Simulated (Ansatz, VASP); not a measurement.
**Rb in VASP and in Ansatz**

File INCAR:

```
ALGO = Fast
EDIFF = 1E-6
ENCUT = 520
GGA = PS
ISIF = 2
ISMEAR = 0
LASPH = True
LCHARG = False
LREAL = False
LWAVE = False
NBANDS = 10
NELM = 60
PREC = Accurate
SIGMA = 0.15
```

The input KPOINTS:

```
k-points
0
Gamma
  12 12 12
```

File POSCAR:

```
Rb
1.0
   -2.8551050000      2.8060000000      2.8060000000
    2.8551050000     -2.8060000000      2.8060000000
    2.8551050000      2.8060000000     -2.8060000000
Rb
1
Direct
    0.0000000000      0.0000000000      0.0000000000
```

Input for Ansatz:

```yaml
crystal:
  lattice:
    - [-2.855105, 2.806, 2.806]
    - [2.855105, -2.806, 2.806]
    - [2.855105, 2.806, -2.806]
  atoms:
    - { symbol: Rb, position: [0.0, 0.0, 0.0] }
basis:
  ecutwfc: 420
kpoints:
  mp_grid: { grid: [12, 12, 12] }
hamiltonian:
  xc: pbesol
scf:
  occupations: { method: gaussian, width: 0.15 }
output:
  forces: true
  stress: true
  eigenvalues: true
```

Change from the starting cell: strain +0.0175 x Voigt [1, 0, 0, 0, 0, 0], atoms carried along.

Alike in both runs: task single point; functional PBEsol; k mesh 12 × 12 × 12; occupations gaussian, width 0.15 eV; no spin polarisation.

|  | VASP | Ansatz |
| --- | --- | --- |
| version | VASP 6.6.1 | Ansatz 0.2.0 |
| potentials or method | VASP PAW PBE potentials, release 64 (Rb_sv) | scalar-relativistic, plane waves, PAW |
| plane-wave cutoff (eV) | 520 | 420 |
| valence electrons in the cell | 9 | 9 |

```tsv
	VASP	Ansatz	Ansatz less VASP
gap on the k mesh at the Fermi level (eV)	none	none	-
pressure (GPa)	-0.1	-0.1	0.00
```

A gap of «none» marks a metal or a gap that the smearing closes. The functional is the same, so the differences come from potentials, cutoffs and numerics.

Caveats: the PAW data sets were made with another functional, which shifts forces and pressure a little (VASP).
